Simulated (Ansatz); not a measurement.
## BeO (wurtzite), scan of one atom of the cell

BeO (wurtzite)

```xyz
4
Lattice="2.6905 0.0000 0.0000 -1.3452 2.3300 0.0000 0.0000 0.0000 4.3699" Properties=species:S:1:pos:R:3 pbc="T T T"
Be     1.3452     0.7767     0.0063
Be     0.0000     1.5534     2.1913
O      1.3452     0.7767     2.7257
O      0.0000     1.5534     0.5408
```

Scan: atom 3 (O, nearest neighbour Be at 1.643 Å; its periodic images, 2.7 Å or more away, move with it) is displaced along Cartesian z, direction (0.000, 0.000, 1.000) in Cartesian axes, by s. The other atoms stay.

Computed with r2SCAN (plane waves to 500 eV, PAW, scalar-relativistic; Ansatz, a quantum-chemistry and plane-wave program). k mesh 11×11×6 (Γ-centred), Fermi-Dirac smearing 0.05 eV. E stands for the smeared free energy. Stress and pressure are positive under compression. F∥ is the force on the atom along that direction. BeO was relaxed with its symmetry unable to fall. The zero of ΔE is the undisplaced structure.

```csv
s (Å),ΔE (meV/cell),F∥ (eV/Å),P (GPa)
-0.330,893,4.879,8.2
-0.264,596,4.121,5.7
-0.198,351,3.289,3.4
-0.132,164,2.353,1.7
-0.066,43,1.273,0.5
0.000,0,0.000,0.0
0.066,49,-1.527,0.4
0.132,209,-3.394,2.0
0.198,507,-5.719,5.0
0.264,978,-8.671,9.8
0.330,1670,-12.491,16.7
```

Read from the data:

```
Property                                                                                                                                               Result
--------------------------------------------------------  ---------------------------------------------------------------------------------------------------
Energy at s = 0.330 Å                                                                                                                           1670 meV/cell
Force along the line at s = -0.330 Å                                                                                                                4.88 eV/Å
Symmetry of the curve                                                                                     not even: the positive side lies higher at ±0.330 Å
Shape of the curve                                                                             a single well with its minimum at or next to zero displacement
Force constant k = d²E/ds² at s = 0 (finite differences)                                                                                           21.0 eV/Å²
Harmonic estimate at the end of the scan                  ½ks² = 1145 meV/cell against the computed 1670 meV/cell, so the well is stiffer than harmonic there
```

(For displaced atoms, the force is minus the slope of the energy, and its curvature is a force constant, which sets phonon frequencies.)
